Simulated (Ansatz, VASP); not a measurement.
# TaInSe3: VASP beside Ansatz, part 2 of 3

Wanted: the spread between two codes on one cell, functional and k mesh. The cell is generated by rule, not measured, and may not be a known phase. The cell is taken from a series of runs on this material, whose earlier steps may have relaxed, scaled, displaced or heated it; both programs get it as it stands.

VASP 6.6.1 and Ansatz 0.2.0.

So far: Set-up; VASP: zone-centre phonons, PBEsol.

### Step 2. VASP: zone-centre phonons, PBEsol (continued)

Level of this step: PBEsol; plane waves and PAW (In_d, Ta_pv, Se); invented cell (VASP).

Parts of OUTCAR (step 2):

```text
ion  position               nearest neighbor table
   1  0.000  0.062  0.000-   3 3.25   5 3.25   5 3.25   3 3.25
   2  0.500  0.491  0.500-   4 2.47   3 2.52   5 2.52   3 2.52   5 2.52   4 2.55
   3  0.500  0.473  0.000-   2 2.52   2 2.52   1 3.25   1 3.25
   4  0.500  0.983  0.500-   2 2.47   2 2.55
   5  0.000  0.473  0.500-   2 2.52   2 2.52   1 3.25   1 3.25

  LATTYP: Found a simple tetragonal cell.
 ALAT       =     5.0325283864
 C/A-ratio  =     0.9980390623

 Subroutine GETGRP returns: Found  8 space group operations
 (whereof  8 operations were pure point group operations)

The static configuration has the point symmetry C_4v.

 Found     40 irreducible k-points:

   k-points           NKPTS =     40   k-points in BZ     NKDIM =     40   number of bands    NBANDS=     27

   dimension x,y,z NGX =    40 NGY =   40 NGZ =   40
   dimension x,y,z NGXF=    80 NGYF=   80 NGZF=   80

   ENCUT  =  500.0 eV  36.75 Ry    6.06 a.u.   9.18  9.16  9.18*2*pi/ulx,y,z

   NELECT =      42.0000    total number of electrons

 k-points in reciprocal lattice and weights: Automatic mesh
   0.00000000  0.00000000  0.00000000       0.005
   0.16666667  0.00000000  0.00000000       0.019
   0.33333333  0.00000000  0.00000000       0.019
   0.50000000  0.00000000  0.00000000       0.009
   0.00000000  0.16666667  0.00000000       0.009
   0.16666667  0.16666667  0.00000000       0.037
   0.33333333  0.16666667  0.00000000       0.037
   0.50000000  0.16666667  0.00000000       0.019
   0.00000000  0.33333333  0.00000000       0.009
[...]
0.50000000  0.33333333  0.50000000       0.009
   0.50000000  0.50000000  0.50000000       0.005

 average (electrostatic) potential at core
       1 -96.5630       2 -39.8113       3 -54.0659       4 -54.0121       5 -54.0659

  Total        0.1289621      0.1322466      0.1289621      0.0000000      0.0000000      0.0000000
[...]
POSITION                                       TOTAL-FORCE (eV/Angst)
 -----------------------------------------------------------------------------------
      0.00000      0.31222      0.00000         0.000000     -0.001298     -0.000000
      2.51626      2.46612      2.51626         0.000000      0.001006      0.000000
      2.51626      2.37526      0.00000         0.000000     -0.001684      0.000000
      2.51626      4.93670      2.51626         0.000000      0.003660     -0.000000
      0.00000      2.37526      2.51626         0.000000     -0.001684      0.000000
 -----------------------------------------------------------------------------------
    total drift:                                0.000000      0.000124     -0.000000

 Eigenvectors and eigenvalues of the dynamical matrix
 ----------------------------------------------------

   1 f  =    6.722023 THz    42.235714 2PiTHz  224.222543 cm-1    27.800040 meV
             X         Y         Z           dx          dy          dz
      0.000000  0.312223  0.000000     0.000000   -0.002550   -0.000000
      2.516264  2.466116  2.516264     0.000000    0.329013   -0.000000
      2.516264  2.375260  0.000000     0.000000    0.202423    0.000000
      2.516264  4.936703  2.516264     0.000000   -0.899885   -0.000000
      0.000000  2.375260  2.516264    -0.000000    0.202423   -0.000000

   2 f  =    6.625527 THz    41.629412 2PiTHz  221.003780 cm-1    27.400964 meV
             X         Y         Z           dx          dy          dz
      0.000000  0.312223  0.000000    -0.003832   -0.000000   -0.000000
      2.516264  2.466116  2.516264    -0.324239    0.000000    0.000000
      2.516264  2.375260  0.000000    -0.197454    0.000000   -0.000000
      2.516264  4.936703  2.516264    -0.208652   -0.000000   -0.000000
      0.000000  2.375260  2.516264     0.901294    0.000000    0.000000

   3 f  =    6.625527 THz    41.629412 2PiTHz  221.003780 cm-1    27.400964 meV
             X         Y         Z           dx          dy          dz
      0.000000  0.312223  0.000000    -0.000000    0.000000   -0.003832
      2.516264  2.466116  2.516264    -0.000000   -0.000000   -0.324239
      2.516264  2.375260  0.000000    -0.000000   -0.000000    0.901294
      2.516264  4.936703  2.516264    -0.000000    0.000000   -0.208652
      0.000000  2.375260  2.516264     0.000000   -0.000000   -0.197454

   4 f  =    1.975081 THz    12.409798 2PiTHz   65.881601 cm-1     8.168274 meV
             X         Y         Z           dx          dy          dz
      0.000000  0.312223  0.000000    -0.000000   -0.000000   -0.000000
      2.516264  2.466116  2.516264     0.000000   -0.000000    0.000000
      2.516264  2.375260  0.000000     0.000000   -0.707107    0.000000
      2.516264  4.936703  2.516264    -0.000000    0.000000   -0.000000
      0.000000  2.375260  2.516264     0.000000    0.707107    0.000000

   5 f  =    1.906744 THz    11.980429 2PiTHz   63.602150 cm-1     7.885658 meV
             X         Y         Z           dx          dy          dz
      0.000000  0.312223  0.000000    -0.102092   -0.000000    0.000799
      2.516264  2.466116  2.516264    -0.034397    0.000000    0.000269
      2.516264  2.375260  0.000000     0.776934    0.000000   -0.000108
      2.516264  4.936703  2.516264    -0.620092    0.000000    0.004855
      0.000000  2.375260  2.516264     0.013848   -0.000000   -0.006083

   6 f  =    1.906744 THz    11.980429 2PiTHz   63.602150 cm-1     7.885658 meV
             X         Y         Z           dx          dy          dz
      0.000000  0.312223  0.000000     0.000799    0.000000    0.102092
      2.516264  2.466116  2.516264     0.000269    0.000000    0.034397
      2.516264  2.375260  0.000000    -0.006083   -0.000000   -0.013848
      2.516264  4.936703  2.516264     0.004855   -0.000000    0.620092
      0.000000  2.375260  2.516264    -0.000108    0.000000   -0.776934

   7 f  =    1.676367 THz    10.532923 2PiTHz   55.917576 cm-1     6.932893 meV
             X         Y         Z           dx          dy          dz
      0.000000  0.312223  0.000000     0.141249   -0.000000   -0.003646
      2.516264  2.466116  2.516264    -0.715841    0.000000    0.018479
      2.516264  2.375260  0.000000     0.417895    0.000000    0.001047
      2.516264  4.936703  2.516264     0.539142    0.000000   -0.013917
      0.000000  2.375260  2.516264    -0.040557    0.000000   -0.010787

   8 f  =    1.676367 THz    10.532923 2PiTHz   55.917576 cm-1     6.932893 meV
             X         Y         Z           dx          dy          dz
      0.000000  0.312223  0.000000     0.003646    0.000000    0.141249
      2.516264  2.466116  2.516264    -0.018479    0.000000   -0.715841
      2.516264  2.375260  0.000000     0.010787   -0.000000   -0.040557
      2.516264  4.936703  2.516264     0.013917   -0.000000    0.539142
      0.000000  2.375260  2.516264    -0.001047   -0.000000    0.417895

   9 f  =    1.551317 THz     9.747210 2PiTHz   51.746351 cm-1     6.415727 meV
             X         Y         Z           dx          dy          dz
      0.000000  0.312223  0.000000     0.000000    0.116851    0.000000
      2.516264  2.466116  2.516264    -0.000000   -0.714041   -0.000000
      2.516264  2.375260  0.000000     0.000000    0.487190   -0.000000
      2.516264  4.936703  2.516264     0.000000   -0.042217    0.000000
      0.000000  2.375260  2.516264     0.000000    0.487190    0.000000

  10 f  =    1.348932 THz     8.475588 2PiTHz   44.995522 cm-1     5.578731 meV
             X         Y         Z           dx          dy          dz
      0.000000  0.312223  0.000000     0.000000    0.889630   -0.000000
      2.516264  2.466116  2.516264    -0.000000   -0.196088    0.000000
      2.516264  2.375260  0.000000     0.000000   -0.258641    0.000000
      2.516264  4.936703  2.516264     0.000000   -0.190573   -0.000000
      0.000000  2.375260  2.516264    -0.000000   -0.258641    0.000000

  11 f  =    0.403237 THz     2.533611 2PiTHz   13.450531 cm-1     1.667653 meV
             X         Y         Z           dx          dy          dz
      0.000000  0.312223  0.000000    -0.130972    0.000000    0.956211
      2.516264  2.466116  2.516264     0.003368    0.000000   -0.024588
      2.516264  2.375260  0.000000     0.008849    0.000000   -0.074186
      2.516264  4.936703  2.516264     0.032690    0.000000   -0.238669
      0.000000  2.375260  2.516264     0.010161    0.000000   -0.064604

  12 f  =    0.403237 THz     2.533611 2PiTHz   13.450531 cm-1     1.667653 meV
             X         Y         Z           dx          dy          dz
      0.000000  0.312223  0.000000    -0.956211    0.000000   -0.130972
      2.516264  2.466116  2.516264     0.024588    0.000000    0.003368
      2.516264  2.375260  0.000000     0.064604    0.000000    0.010161
      2.516264  4.936703  2.516264     0.238669    0.000000    0.032690
      0.000000  2.375260  2.516264     0.074186    0.000000    0.008849

  13 f/i=    0.035688 THz     0.224233 2PiTHz    1.190416 cm-1     0.147593 meV
             X         Y         Z           dx          dy          dz
      0.000000  0.312223  0.000000    -0.000000   -0.441473    0.000000
      2.516264  2.466116  2.516264    -0.000000   -0.586041    0.000000
      2.516264  2.375260  0.000000    -0.000000   -0.393415    0.000000
      2.516264  4.936703  2.516264    -0.000000   -0.390008    0.000000
      0.000000  2.375260  2.516264    -0.000000   -0.393415    0.000000

  14 f/i=    0.120860 THz     0.759385 2PiTHz    4.031450 cm-1     0.499836 meV
             X         Y         Z           dx          dy          dz
      0.000000  0.312223  0.000000     0.040811   -0.000000   -0.190887
      2.516264  2.466116  2.516264     0.128932   -0.000000   -0.603056
      2.516264  2.375260  0.000000     0.088293   -0.000000   -0.415147
      2.516264  4.936703  2.516264     0.098736   -0.000000   -0.461821
      0.000000  2.375260  2.516264     0.088757   -0.000000   -0.412974

  15 f/i=    0.120860 THz     0.759385 2PiTHz    4.031450 cm-1     0.499836 meV
             X         Y         Z           dx          dy          dz
      0.000000  0.312223  0.000000     0.190887   -0.000000    0.040811
      2.516264  2.466116  2.516264     0.603056   -0.000000    0.128932
      2.516264  2.375260  0.000000     0.412974   -0.000000    0.088757
      2.516264  4.936703  2.516264     0.461821   -0.000000    0.098736
      0.000000  2.375260  2.516264     0.415147   -0.000000    0.088293

 ELASTIC MODULI CONTR FROM IONIC RELAXATION (kBar)
 Direction    XX          YY          ZZ          XY          YZ          ZX
 --------------------------------------------------------------------------------
 XX         -89.4605    -49.4162    -89.4599      0.0000     -0.0000      0.0000
 YY         -49.4162    -88.6198    -49.4162      0.0000     -0.0000      0.0000
 ZZ         -89.4599    -49.4162    -89.4605      0.0000     -0.0000      0.0000
 XY           0.0000      0.0000      0.0000    -92.7311     -0.0000      0.0000
 YZ          -0.0000     -0.0000     -0.0000     -0.0000    -87.3199      0.0000
 ZX           0.0000      0.0000      0.0000      0.0000      0.0000      0.0000
 --------------------------------------------------------------------------------
```

(Continued in part 3 of 3.)

[Lines on the potential files, build, host, timing and source positions are cut from VASP's logs without a mark.]

[Logs are printed without paths, hosts, clocks, repeated set-up lines and the standing remarks that a program may print on its own settings, such as how far it seeks lower states.]

[Hosts, paths, dates, database ids (printed as entryN), source tags and the programs' standing remarks are cut or masked in the printed files.]
